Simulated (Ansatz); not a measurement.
# HgSe under changes of volume

One of the cells (28.067 Å³/atom); the others are scaled copies at fixed shape and fractional positions:

```
Hg Se
1.0
     0.00000    3.03900    3.03900
     3.03900    0.00000    3.03900
     3.03900    3.03900    0.00000
Hg Se
1 1
Cartesian
  0.0000 0.0000 0.0000
  4.5585 4.5585 4.5585
```

```yaml
Program: Ansatz 0.2.0
Functional: r2SCAN
Potentials_or_basis: Ansatz PAW
Cutoff: "500 eV (not typed: the program's choice for these potentials)"
k_mesh: 8 × 8 × 8
Occupations: fermi-dirac, width 0.05 eV
Spin: no spin polarisation
```

```csv
volume (Å³/atom),energy over the lowest point (meV/atom),pressure (GPa)
26.383,66.44,7.5
26.944,?,?
27.505,25.42,4.3
28.067,12.77,2.9
28.628,4.63,1.7
29.189,0.52,0.6
29.751,0.00,-0.3
```

What does the run at 26.944 Å³/atom give?

Energy over the lowest point 43.11 meV/atom; pressure 5.8 GPa.

Worked out: A Birch-Murnaghan fit of order 3 (a polynomial in V^(-2/3)) to the other rows has its minimum at 29.55 Å³/atom with B0 = V·E''(V) = 50 GPa and B' = 4.9. It gives 43.11 meV/atom at 26.944 Å³/atom, against the run's 43.11, and -dE/dV = 5.8 GPa, against 5.8.

Energies are extrapolated to zero smearing.

Caveats: the PAW data sets come from PBE, with cores solved anew for the run's functional, which leaves a small shift of forces and pressure.
